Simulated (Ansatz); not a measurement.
# The perfect armchair graphene nanoribbon (N = 9, H2 edges), part 3 of 3

What gap, if any, does the armchair graphene nanoribbon (N = 9, H2 edges) have, and how does it change with the functional and under strain?

Ansatz 0.2.0; DFT PBE, plane waves, PAW; relaxation of a wire's period (the session's first sound run).

So far, band gap (eV): step 3 (the wire at its relaxed period, PBE) 1.46; step 4 (LDA PBE, k-mesh 1×1×14) 1.47; step 5 (PBEsol PBE, k-mesh 1×1×14) 1.47; step 6 (r2SCAN PBE, cutoff 500 eV, k-mesh 1×1×14) 1.55.

## (8) At a strained period, period over the relaxed period 0.94, k-mesh 1×1×15

This step: DFT PBE, plane waves, PAW; relaxation at a fixed period (Ansatz 0.2.0).

The period is set to 0.94 times the relaxed one and the atoms relax within it: strain changes bond lengths and angles, which shifts the bands against each other. Against the first PBE run of this kind, the mesh along the wire has 15 points against 19.

The cell differs from the one that the last finished run ended in (c 4.301 → 4.043 Å).

input.yaml

```yaml
crystal:
  lattice:
    - [17.981, 0.0, 0.0]
    - [0.0, 8.76, 0.0]
    - [0.0, 0.0, 4.0431186514]
  atoms:
    - { symbol: C, position: [0.22107549, 0.5, 0.989100459] }
    - { symbol: C, position: [0.36286925, 0.5, 0.9987693] }
    - { symbol: C, position: [0.5, 0.5, 0.001315466] }
    - { symbol: C, position: [0.63713075, 0.5, 0.9987693] }
    - { symbol: C, position: [0.77892451, 0.5, 0.989100459] }
    - { symbol: C, position: [0.22107549, 0.5, 0.344232874] }
    - { symbol: C, position: [0.36286925, 0.5, 0.334564034] }
    - { symbol: C, position: [0.5, 0.5, 0.332017867] }
    - { symbol: C, position: [0.63713075, 0.5, 0.334564034] }
    - { symbol: C, position: [0.77892451, 0.5, 0.344232874] }
    - { symbol: H, position: [0.189060167, 0.599147151, 0.427835151] }
    - { symbol: H, position: [0.189060167, 0.400852849, 0.427835151] }
    - { symbol: H, position: [0.810939833, 0.599147151, 0.427835151] }
    - { symbol: H, position: [0.810939833, 0.400852849, 0.427835151] }
    - { symbol: C, position: [0.295270415, 0.5, 0.505083056] }
    - { symbol: C, position: [0.431258072, 0.5, 0.499914864] }
    - { symbol: C, position: [0.568741928, 0.5, 0.499914864] }
    - { symbol: C, position: [0.704729585, 0.5, 0.505083056] }
    - { symbol: C, position: [0.295270415, 0.5, 0.828250277] }
    - { symbol: C, position: [0.431258072, 0.5, 0.83341847] }
    - { symbol: C, position: [0.568741928, 0.5, 0.83341847] }
    - { symbol: C, position: [0.704729585, 0.5, 0.828250277] }
    - { symbol: H, position: [0.189060167, 0.599147151, 0.905498182] }
    - { symbol: H, position: [0.189060167, 0.400852849, 0.905498182] }
    - { symbol: H, position: [0.810939833, 0.599147151, 0.905498182] }
    - { symbol: H, position: [0.810939833, 0.400852849, 0.905498182] }
kpoints:
  mp_grid: { grid: [1, 1, 15] }
  band_path: { path: ["Γ", Z], npoints: 50 }
scf:
  occupations: { method: fermi_dirac, width: 0.05 }
hamiltonian:
  xc: pbe
relax:
  max_steps: 40
  f_tol: 0.02
output:
  stress: true
```

Run with:

```bash
ansatz run input.yaml --threads 8 --pin off --max-ram 16384MiB --backend cpu --events-out ev --progress --plain --runs-dir out
```

Numbers of over 12 decimals in the logs are rounded to 6 here.

What it wrote:

```text
Warning: output.stress: scf.convergence.dr2_threshold = 1e-7 eV (the SCF's general default) is looser than the 2.6e-9 eV advised for a printed stress (1e-10 eV for each atom of the cell: 26). What an SCF threshold leaves in a stress goes as its square root, and in the free energy as the threshold itself, and one threshold admits the most on a small cell: [figures from the program's tests cut] Every solve of this run  [...]
[...]
Crystal: 26 atoms, lattice volume = 636.846 Å³
Basis set: ecut = 420 eV, 12413 PW (Γ), exchange–correlation on 250×120×60 points (8 copies of the dense FFT grid, shifted against one another)
Bands: 66, of which v1, the nominal top of the filled ones, is band 40 counted from 1 (39 counted from 0)
Symmetry: 8 space group operations
[...]
k-points: 8 of 15
[...]
SCF iter   1: F=—  HF=-4642.382883 eV  |F-HF|=—  |Δ(HF+E_count)|=         —  Δρ=3.24e-3  dr2=2.22e-1  ethr=1.77e-3  ⟨swp⟩=9.4  Hψ=3084  notcnv=0  defer=111
[...]
SCF iter   6: F=-4642.317485 eV  HF=-4642.317486 eV  |F-HF|=7.18e-7  |Δ(HF+E_count)|=   2.60e-5  Δρ=3.88e-5  dr2=8.53e-6  ethr=1.25e-8  ⟨swp⟩=3.0  Hψ=1931  notcnv=0
SCF 1 converged in 6 iterations: F = -4642.317485 eV  dr2 = 8.53e-6
[...]
relax step   1: F+E_penalty+E_count = -4642.31748489 eV  Δ(F+E_penalty+E_count) = +0.000e0 eV  max|allowed force component| = 2.409e0 eV/Å  Δτ_max = 0.0000 Å  (6 SCF iters, dr2 threshold 1.00e-5 eV, accepted)
[...]
SCF iter   6: F=-4642.634905 eV  HF=-4642.634907 eV  |F-HF|=2.59e-6  |Δ(HF+E_count)|=   1.94e-5  Δρ=2.34e-5  dr2=4.97e-6  ethr=1.25e-7  ⟨swp⟩=3.0  Hψ=1477  notcnv=0
SCF 2 converged in 6 iterations: F = -4642.634905 eV  dr2 = 4.97e-6
[...]
relax step   2: F+E_penalty+E_count = -4642.63490480 eV  Δ(F+E_penalty+E_count) = -3.174e-1 eV  max|allowed force component| = 9.725e-1 eV/Å  Δτ_max = 0.0661 Å  (6 SCF iters, dr2 threshold 1.00e-4 eV, accepted)
SCF iter   1: F=—  HF=-4642.681925 eV  |F-HF|=—  |Δ(HF+E_count)|=         —  Δρ=3.09e-3  dr2=3.40e-2  ethr=3.94e-4  ⟨swp⟩=4.1  Hψ=1121  notcnv=0  defer=145
[...]
SCF iter   5: F=-4642.672694 eV  HF=-4642.672698 eV  |F-HF|=4.09e-6  |Δ(HF+E_count)|=   2.28e-5  Δρ=3.47e-5  dr2=7.73e-6  ethr=7.39e-8  ⟨swp⟩=3.0  Hψ=1737  notcnv=0
SCF 3 converged in 5 iterations: F = -4642.672694 eV  dr2 = 7.73e-6
[...]
relax step   3: F+E_penalty+E_count = -4642.67269404 eV  Δ(F+E_penalty+E_count) = -3.779e-2 eV  max|allowed force component| = 1.912e-1 eV/Å  Δτ_max = 0.0210 Å  (5 SCF iters, dr2 threshold 5.91e-5 eV, accepted)
[...]
relax step   4: F+E_penalty+E_count = -4642.67415170 eV  Δ(F+E_penalty+E_count) = -1.458e-3 eV  max|allowed force component| = 1.143e-2 eV/Å  Δτ_max = 0.0018 Å  (4 SCF iters, dr2 threshold 2.28e-6 eV, accepted)
[...]
SCF iter   3: F=-4642.674153 eV  HF=-4642.674153 eV  |F-HF|=1.18e-8  |Δ(HF+E_count)|=   1.11e-7  Δρ=4.36e-6  dr2=4.29e-8  ethr=1.25e-10  ⟨swp⟩=3.5  Hψ=1716  notcnv=0
SCF 5 converged in 3 iterations: F = -4642.674153 eV  dr2 = 4.29e-8
relax step   5: F+E_penalty+E_count = -4642.67415270 eV  Δ(F+E_penalty+E_count) = -1.007e-6 eV  max|allowed force component| = 1.144e-2 eV/Å  Δτ_max = 0.0000 Å  (3 SCF iters, accepted)
[...]
the band table was solved once a step of the walk had ended and its energy, with any forces and stress, was formed, with the checks that follow a solve (3990 applications of the Hamiltonian). They found nothing against the state; the energy, forces and stress were not computed again (output.eigenvalues in the input reference)
[...]
SCF converged after 3 iterations
Free energy (F): -4642.674153 eV
[...]
Internal energy: -4642.674152 eV  (E = F + TS)
E sigma→0 (E₀):  -4642.674153 eV
Entropy (-TS):   -0.000000 eV (-0.000 meV/atom)
Fermi energy:    -0.260327 eV
[...]
--- Forces (eV/Å), atoms counted from 1 ---
  atom   1  C     -0.00724265     0.00000000    -0.00995461
  atom   2  C     -0.00588592    -0.00000000     0.00316948
  atom   3  C     -0.00000000    -0.00000000     0.00707361
  atom   4  C      0.00588592     0.00000000     0.00316948
  atom   5  C      0.00724265     0.00000000    -0.00995461
  atom   6  C     -0.00724265    -0.00000000     0.00995461
  atom   7  C     -0.00588592    -0.00000000    -0.00316948
  atom   8  C      0.00000000     0.00000000    -0.00707361
  atom   9  C      0.00588592     0.00000000    -0.00316948
  atom  10  C      0.00724265    -0.00000000     0.00995461
  atom  11  H      0.00373281    -0.00609033    -0.01040666
  atom  12  H      0.00373281     0.00609033    -0.01040666
  atom  13  H     -0.00373281    -0.00609033    -0.01040666
  atom  14  H     -0.00373281     0.00609033    -0.01040666
  atom  15  C      0.00213419     0.00000000    -0.00965013
  atom  16  C     -0.00144815    -0.00000000    -0.01143755
  atom  17  C      0.00144815     0.00000000    -0.01143755
  atom  18  C     -0.00213419     0.00000000    -0.00965013
  atom  19  C      0.00213419    -0.00000000     0.00965013
  atom  20  C     -0.00144815    -0.00000000     0.01143755
  atom  21  C      0.00144815     0.00000000     0.01143755
  atom  22  C     -0.00213419    -0.00000000     0.00965013
  atom  23  H      0.00373281    -0.00609033     0.01040666
  atom  24  H      0.00373281     0.00609033     0.01040666
  atom  25  H     -0.00373281    -0.00609033     0.01040666
  atom  26  H     -0.00373281     0.00609033     0.01040666
  max |Σ_I F_I| component: 2.60e-18 eV/Å
--- Stress (GPa, compression-positive) ---
        0.001000      -0.000000       0.000000
       -0.000000      -0.006461      -0.000000
        0.000000      -0.000000      14.985882
  P = ⅓ Tr σ = 4.9935 GPa (49.935 kbar)
--- Band table (eV; the first three rows and the last of 8) ---
  k-point 0: bands = [... 36 lower, -3.3851, -1.9534, -1.3691, -0.9126, 0.3920, 0.8138, 1.2885, 1.2940, ... 22 higher]
  k-point 1: bands = [... 36 lower, -3.3574, -2.1743, -1.4278, -1.2255, 0.7068, 0.8420, 1.3277, 1.5448, ... 22 higher]
  k-point 2: bands = [... 36 lower, -3.2843, -2.6964, -1.8125, -1.6002, 0.9295, 1.2978, 1.4455, 1.8592, ... 22 higher]
  k-point 7: bands = [... 36 lower, -4.7449, -3.9029, -3.3508, -2.7634, 1.4037, 2.3110, 2.7535, 3.1714, ... 22 higher]
--- Relaxed structure (5 steps of the walk, 5 accepted, 0 SCFs on fresh bases) ---
  F+E_penalty+E_count = -4642.67415270 eV   max|allowed force component| = 1.144e-2 eV/Å
  atoms:
    - { symbol: C, position: [0.217326, 0.500000, 0.984172] }
    - { symbol: C, position: [0.361347, 0.500000, 0.996479] }
    - { symbol: C, position: [0.5, 0.500000, -0.00164145] }
    - { symbol: C, position: [0.638653, 0.500000, 0.996479] }
    - { symbol: C, position: [0.782674, 0.500000, 0.984172] }
    - { symbol: C, position: [0.217326, 0.500000, 0.349162] }
    - { symbol: C, position: [0.361347, 0.500000, 0.336855] }
    - { symbol: C, position: [0.5, 0.500000, 0.334975] }
    - { symbol: C, position: [0.638653, 0.500000, 0.336855] }
    - { symbol: C, position: [0.782674, 0.500000, 0.349162] }
    - { symbol: H, position: [0.186108, 0.599193, 0.442211] }
    - { symbol: H, position: [0.186108, 0.400807, 0.442211] }
    - { symbol: H, position: [0.813892, 0.599193, 0.442211] }
    - { symbol: H, position: [0.813892, 0.400807, 0.442211] }
    - { symbol: C, position: [0.292496, 0.500000, 0.500373] }
    - { symbol: C, position: [0.430403, 0.500000, 0.497224] }
    - { symbol: C, position: [0.569597, 0.500000, 0.497224] }
    - { symbol: C, position: [0.707504, 0.500000, 0.500373] }
    - { symbol: C, position: [0.292496, 0.500000, 0.832960] }
    - { symbol: C, position: [0.430403, 0.500000, 0.836109] }
    - { symbol: C, position: [0.569597, 0.500000, 0.836109] }
    - { symbol: C, position: [0.707504, 0.500000, 0.832960] }
    - { symbol: H, position: [0.186108, 0.599193, 0.891122] }
    - { symbol: H, position: [0.186108, 0.400807, 0.891122] }
    - { symbol: H, position: [0.813892, 0.599193, 0.891122] }
    - { symbol: H, position: [0.813892, 0.400807, 0.891122] }
```

The job ended after 58 s (8 threads of Intel Xeon at 2.50GHz (Skylake/Cascade Lake), shared host; peak memory 2.4 GiB; 4.9 min of CPU time).

The steps of the relaxation:

| step | energy less that of the first step (eV) | largest force component (eV/Å) |
| --- | --- | --- |
| 1 | 0.0000 | 2.4086 |
| 2 | -0.3174 | 0.9725 |
| 3 | -0.3552 | 0.1912 |
| 4 | -0.3567 | 0.0114 |
| 5 | -0.3567 | 0.0114 |

Forces are held to the 8 operations that the run works with; a distortion that breaks them can't arise in this run.

The atoms that moved most (Å):

| atom | dx | dy | dz | length |
| --- | --- | --- | --- | --- |
| H13 | 0.053 | 0.000 | 0.058 | 0.079 |
| H14 | 0.053 | 0.000 | 0.058 | 0.079 |
| H12 | -0.053 | 0.000 | 0.058 | 0.079 |
| H11 | -0.053 | 0.000 | 0.058 | 0.079 |
| H26 | 0.053 | 0.000 | -0.058 | 0.079 |
| H25 | 0.053 | 0.000 | -0.058 | 0.079 |
| H24 | -0.053 | 0.000 | -0.058 | 0.079 |
| H23 | -0.053 | 0.000 | -0.058 | 0.079 |

Final coordinates:

```cif
data_structure
_symmetry_space_group_name_H-M 'P 1'
_symmetry_Int_Tables_number 1
_cell_length_a 17.9810
_cell_length_b 8.7600
_cell_length_c 4.0431
_cell_angle_alpha 90.000
_cell_angle_beta 90.000
_cell_angle_gamma 90.000
_cell_volume 636.85
loop_
_atom_site_label
_atom_site_type_symbol
_atom_site_fract_x
_atom_site_fract_y
_atom_site_fract_z
_atom_site_occupancy
C1 C 0.21733 0.50000 0.98417 1
C2 C 0.36135 0.50000 0.99648 1
C3 C 0.50000 0.50000 0.99836 1
C4 C 0.63865 0.50000 0.99648 1
C5 C 0.78267 0.50000 0.98417 1
C6 C 0.21733 0.50000 0.34916 1
C7 C 0.36135 0.50000 0.33685 1
C8 C 0.50000 0.50000 0.33497 1
C9 C 0.63865 0.50000 0.33685 1
C10 C 0.78267 0.50000 0.34916 1
H11 H 0.18611 0.59919 0.44221 1
H12 H 0.18611 0.40081 0.44221 1
H13 H 0.81389 0.59919 0.44221 1
H14 H 0.81389 0.40081 0.44221 1
C15 C 0.29250 0.50000 0.50037 1
C16 C 0.43040 0.50000 0.49722 1
C17 C 0.56960 0.50000 0.49722 1
C18 C 0.70750 0.50000 0.50037 1
C19 C 0.29250 0.50000 0.83296 1
C20 C 0.43040 0.50000 0.83611 1
C21 C 0.56960 0.50000 0.83611 1
C22 C 0.70750 0.50000 0.83296 1
H23 H 0.18611 0.59919 0.89112 1
H24 H 0.18611 0.40081 0.89112 1
H25 H 0.81389 0.59919 0.89112 1
H26 H 0.81389 0.40081 0.89112 1
```

Numbers from this step:

```yaml
band_gap: 1.305 eV
```

Electronic bands along the path, in eV, zero at the Fermi level:

| point | band 37 | band 38 | band 39 | band 40 | band 41 | band 42 | band 43 | band 44 |
| --- | --- | --- | --- | --- | --- | --- | --- | --- |
| Γ | -3.12 | -1.69 | -1.11 | -0.65 | 0.65 | 1.07 | 1.55 | 1.55 |
| halfway | -3.56 | -2.89 | -2.60 | -1.86 | 1.50 | 2.10 | 2.40 | 2.51 |
| Z | -4.64 | -3.57 | -3.17 | -2.50 | 1.65 | 2.75 | 2.82 | 3.62 |

The gap is 1.30 eV, against 1.46 eV under PBE at the relaxed period.

## (9) Strain along the wire, period over the relaxed period 1.1, k-mesh 1×1×13

The period is set to 1.1 times the relaxed one and the atoms relax within it: strain changes bond lengths and angles, which shifts the bands against each other. Against the first PBE run of this kind, the mesh along the wire has 13 points against 19.

The cell differs from the one that the last finished run ended in (c 4.043 → 4.731 Å).

input.yaml: that of step 8 with these lines changed.

```diff
@@ -4,3 +4,3 @@
     - [0.0, 8.76, 0.0]
-    - [0.0, 0.0, 4.0431186514]
+    - [0.0, 0.0, 4.7313090601]
   atoms:
@@ -33,3 +33,3 @@
 kpoints:
-  mp_grid: { grid: [1, 1, 15] }
+  mp_grid: { grid: [1, 1, 13] }
   band_path: { path: ["Γ", Z], npoints: 50 }
```

What it wrote:

```text
[...]
Crystal: 26 atoms, lattice volume = 745.245 Å³
Basis set: ecut = 420 eV, 14519 PW (Γ), exchange–correlation on 250×120×64 points (8 copies of the dense FFT grid, shifted against one another)
Bands: 66, of which v1, the nominal top of the filled ones, is band 40 counted from 1 (39 counted from 0)
Symmetry: 8 space group operations
[...]
- { symbol: C, position: [0.297894, 0.5, 0.823881] }
    - { symbol: C, position: [0.432265, 0.5, 0.833310] }
    - { symbol: C, position: [0.567735, 0.5, 0.833310] }
    - { symbol: C, position: [0.702106, 0.5, 0.823881] }
    - { symbol: H, position: [0.192178, 0.599396, 0.930336] }
    - { symbol: H, position: [0.192178, 0.400604, 0.930336] }
    - { symbol: H, position: [0.807822, 0.599396, 0.930336] }
    - { symbol: H, position: [0.807822, 0.400604, 0.930336] }
[key lines of the parts left out:]
SCF converged after 5 iterations
Free energy (F): -4640.725043 eV
Fermi energy:    -1.147478 eV
P = ⅓ Tr σ = -5.3179 GPa (-53.179 kbar)
```

The job ended after 60 s (8 threads; peak memory 2.8 GiB; 5.3 min of CPU time).

Relaxation path:

| step | energy less that of the first step (eV) | largest force component (eV/Å) |
| --- | --- | --- |
| 1 | 0.0000 | 0.8288 |
| 2 | -0.3901 | 0.4590 |
| 3 | -0.4280 | 0.2555 |
| 4 | -0.4375 | 0.0702 |
| 5 | -0.4379 | 0.0107 |

Forces are held to the 8 operations that the run works with; a distortion that breaks them can't arise in this run.

The atoms that moved most (Å):

| atom | dx | dy | dz | length |
| --- | --- | --- | --- | --- |
| H24 | 0.056 | -0.002 | 0.118 | 0.130 |
| H23 | 0.056 | 0.002 | 0.118 | 0.130 |
| H25 | -0.056 | 0.002 | 0.118 | 0.130 |
| H26 | -0.056 | -0.002 | 0.118 | 0.130 |
| H13 | -0.056 | 0.002 | -0.118 | 0.130 |
| H12 | 0.056 | -0.002 | -0.118 | 0.130 |
| H11 | 0.056 | 0.002 | -0.118 | 0.130 |
| H14 | -0.056 | -0.002 | -0.118 | 0.130 |

Final coordinates:

```xyz
26
Lattice="17.9810 0.0000 0.0000 0.0000 8.7600 0.0000 0.0000 0.0000 4.7313" Properties=species:S:1:pos:R:3
C     4.0538    4.3800    4.7153
C     6.5447    4.3800    4.7095
C     8.9905    4.3800    0.0030
C    11.4363    4.3800    4.7095
C    13.9272    4.3800    4.7153
C     4.0538    4.3800    1.5931
C     6.5447    4.3800    1.5989
C     8.9905    4.3800    1.5741
C    11.4363    4.3800    1.5989
C    13.9272    4.3800    1.5931
H     3.4556    5.2507    1.9067
H     3.4556    3.5093    1.9067
H    14.5254    5.2507    1.9067
H    14.5254    3.5093    1.9067
C     5.3564    4.3800    2.4104
C     7.7726    4.3800    2.3658
C    10.2084    4.3800    2.3658
C    12.6246    4.3800    2.4104
C     5.3564    4.3800    3.8980
C     7.7726    4.3800    3.9426
C    10.2084    4.3800    3.9426
C    12.6246    4.3800    3.8980
H     3.4556    5.2507    4.4017
H     3.4556    3.5093    4.4017
H    14.5254    5.2507    4.4017
H    14.5254    3.5093    4.4017
```

This step gave:

| Item | Value |
| --- | --- |
| energy at zero smearing | -4640.7234 eV |
| band gap | 0.2827 eV |

The electronic bands at the labelled points (eV, zero at the Fermi level):

| point | band 37 | band 38 | band 39 | band 40 | band 41 | band 42 | band 43 | band 44 |
| --- | --- | --- | --- | --- | --- | --- | --- | --- |
| Γ | -2.67 | -1.99 | -1.60 | -0.14 | 0.14 | 1.19 | 1.59 | 2.26 |
| halfway | -3.44 | -2.62 | -1.79 | -1.36 | 1.39 | 2.00 | 2.51 | 2.64 |
| Z | -3.93 | -2.62 | -2.50 | -1.60 | 1.66 | 2.62 | 2.94 | 3.65 |

The gap is 0.283 eV, against 1.46 eV under PBE at the relaxed period.

## (10) The same system on other settings

This step: DFT LDA, plane waves, PAW; bands of a perfect wire at the PBE geometry; changed: scf.occupations.method = "cold", scf.occupations.width = 0.01, scf.lower_state_search = "standard" (Ansatz 0.2.0).

The atoms of the band run (LDA) are kept and the input is varied, to see whether the result depends on it.

input.yaml: that of step 9 with these lines changed.

```diff
@@ -4,3 +4,3 @@
     - [0.0, 8.76, 0.0]
-    - [0.0, 0.0, 4.7313090601]
+    - [0.0, 0.0, 4.3011900547]
   atoms:
@@ -33,12 +33,8 @@
 kpoints:
-  mp_grid: { grid: [1, 1, 13] }
+  mp_grid: { grid: [1, 1, 14] }
   band_path: { path: ["Γ", Z], npoints: 50 }
 scf:
-  occupations: { method: fermi_dirac, width: 0.05 }
+  occupations: { method: cold, width: 0.01 }
+  lower_state_search: standard
 hamiltonian:
-  xc: pbe
-relax:
-  max_steps: 40
-  f_tol: 0.02
-output:
-  stress: true
+  xc: lda
```

What it wrote:

```text
[...]
Crystal: 26 atoms, lattice volume = 677.496 Å³
Basis set: ecut = 420 eV, 13267 PW (Γ)
Bands: 66, of which v1, the nominal top of the filled ones, is band 40 counted from 1 (39 counted from 0)
Symmetry: 8 space group operations
[...]
k-points: 8 of 14
[...]
SCF iter   1: F=—  HF=-4498.278329 eV  |F-HF|=—  |Δ(HF+E_count)|=         —  Δρ=4.85e-3  dr2=3.04e-1  ethr=1.77e-3  ⟨swp⟩=8.1  Hψ=2890  notcnv=0  defer=113
[...]
SCF iter   9: F=-4498.200614 eV  HF=-4498.200614 eV  |F-HF|=1.24e-9  |Δ(HF+E_count)|=   1.41e-8  S|Δr|=    0.00e0  Δρ=7.50e-7  dr2=2.94e-9  ethr=1.25e-10  ⟨swp⟩=23.2  Hψ=3923  notcnv=0
SCF 1 converged in 9 iterations: F = -4498.200614 eV  dr2 = 2.94e-9
[...]
SCF converged after 9 iterations
Stability not checked: this state was not tested for a lower state beside it, because cold or Methfessel-Paxton smearing, or corrected tetrahedra, fill the levels in a way that the test cannot read (fill_not_monotonic; see scf.lower_state_search)
Free energy (F): -4498.200614 eV
[...]
Internal energy: -4498.200614 eV  (E = F + TS)
E sigma→0 (E₀):  -4498.200614 eV
Fermi energy:    -0.854802 eV
Step filling:    the computed levels leave a gap of 1.4736 eV = 147.4 smearing widths at the electron count; against every level under it full and every level over it empty, smearing changes F+E_penalty+E_count by +0.00e0 meV and its σ→0 estimate by +0.00e0 meV
[...]
--- Band table (eV; the first three rows and the last of 8) ---
  k-point 0: bands = [... 36 lower, -3.5093, -2.9250, -1.8666, -1.5987, -0.1251, -0.0813, 0.5433, 1.1711, ... 22 higher]
  k-point 1: bands = [... 36 lower, -3.4813, -3.1175, -2.1118, -1.6992, -0.0392, 0.1828, 0.7772, 1.2101, ... 22 higher]
  k-point 2: bands = [... 36 lower, -3.5825, -3.4088, -2.6213, -1.9550, 0.1764, 0.7476, 1.3271, 1.3636, ... 22 higher]
  k-point 7: bands = [... 36 lower, -5.1657, -4.0793, -3.6812, -2.9570, 0.8340, 1.9169, 2.0353, 2.9642, ... 22 higher]
```

It took 31 s on 8 threads; peak memory 2.5 GiB; 3.2 min of CPU time.

Numbers from this step:

* band gap: 1.474 eV

It took 31 s against 32 s for the run it varies.

The band gap stays within 0.2 % plus 0.001 of the run it varies.

Against step 4, the band gap stays at 1.47 eV and the free energy stays within 0.05 meV an atom. The band gap moves by under 1 % between these two settings.

## (11) Results

```
cell length, PBE           : 4.301 Å
gap, PBE                   : 1.46 eV
gap, LDA                   : 1.47 eV
gap, PBEsol                : 1.47 eV
gap, r2SCAN                : 1.55 eV
gap, period scaled by 0.94 : 1.30 eV
gap, period scaled by 1.1  : 0.283 eV
```

Under PBE the cell's length is 4.30 Å, and a gap of 1.46 eV makes it a semiconductor. At the relaxed period the wire is gapped under every functional, from 1.46 eV (PBE) to 1.55 eV (r2SCAN). Weak screening in one dimension makes quasiparticle gaps larger than the semilocal gaps, as a rule. Strain matters: under PBE the gap goes from 1.46 eV to 1.30 eV at 0.94 times the period and 0.283 eV at 1.1 times the period. Where the gap is under about 0.35 eV, the smearing of 0.05 eV partly fills the band edges in the SCF.

[Logs are printed without paths, hosts, clocks, repeated set-up lines and the standing remarks that a program may print on its own settings, such as how far it seeks lower states.]

[Hosts, paths, dates, database ids (printed as entryN), source tags and the programs' standing remarks are cut or masked in the printed files.]
